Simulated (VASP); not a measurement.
Wanted: the native input for a VASP 6.6.1 run.

```
Task                    : density of states
Functional              : PBE
Potentials or basis     : VASP PAW PBE potentials, release 64 (Te, Pb_d)
Cutoff                  : 520 eV
k mesh                  : 8 × 8 × 8
Occupations             : gaussian, width 0.03 eV
Spin                    : no spin polarisation
k mesh for the DOS      : 12 × 12 × 12
Occupations for the DOS : tetrahedron
Further INCAR settings  : ALGO = Fast; EDIFF = 1e-07
```

Crystal: TePb.

```xyz
2
Lattice="0.0000 3.2219 3.2219 3.2219 0.0000 3.2219 3.2219 3.2219 0.0000" Properties=species:S:1:pos:R:3 pbc="T T T"
Te    3.2219    3.2219    3.2219
Pb    0.0000    0.0000    0.0000
```

One way to write it, as run:

POSCAR

```
TePb                                    
1.0
    0.0000000000      3.2218515830      3.2218515830
    3.2218515830      0.0000000000      3.2218515830
    3.2218515830      3.2218515830      0.0000000000
  Te              Pb            
     1     1
Direct
     0.5000000000000000    0.5000000000000000    0.5000000000000000
     0.0000000000000000    0.0000000000000000    0.0000000000000000
```

INCAR.step1

```
PREC = Accurate
ENCUT = 520
EDIFF = 1E-7
ISMEAR = 0
SIGMA = 0.03
LREAL = F
LASPH = T
NELM = 80
ALGO = Fast
ISIF = 2
LWAVE = F
LCHARG = T
GGA = PE
```

KPOINTS.step1

```
regular mesh
0
Gamma
  8 8 8
```

INCAR.step2

```
PREC = Accurate
ENCUT = 520
EDIFF = 1E-7
ISMEAR = -5
SIGMA = 0.03
LREAL = F
LASPH = T
NELM = 80
ALGO = Fast
ISIF = 2
LWAVE = F
LCHARG = F
GGA = PE
LORBIT = 11
NEDOS = 2001
ICHARG = 11
```

KPOINTS.step2

```
regular mesh
0
Gamma
  12 12 12
```

Potentials or basis: VASP PAW PBE potentials, release 64 (Te, Pb_d).

Launch:

```bash
$ cat potpaw_PBE.64/Te/POTCAR potpaw_PBE.64/Pb_d/POTCAR > POTCAR
$ cp INCAR.step1 INCAR
$ cp KPOINTS.step1 KPOINTS
$ mpirun -np 1 vasp_std > vasp.out
$ cp INCAR.step2 INCAR
$ cp KPOINTS.step2 KPOINTS
$ mpirun -np 1 vasp_std > vasp.out
```

Results of the run:

```json
{
  "Valence electrons inside the program's atomic spheres": "Te 3.40; Pb 11.88"
}
```

It took 39 s on 1 thread of Intel(R) Xeon(R) 6975P-C (Granite Rapids), on a shared host, peak memory 0.24 GiB.
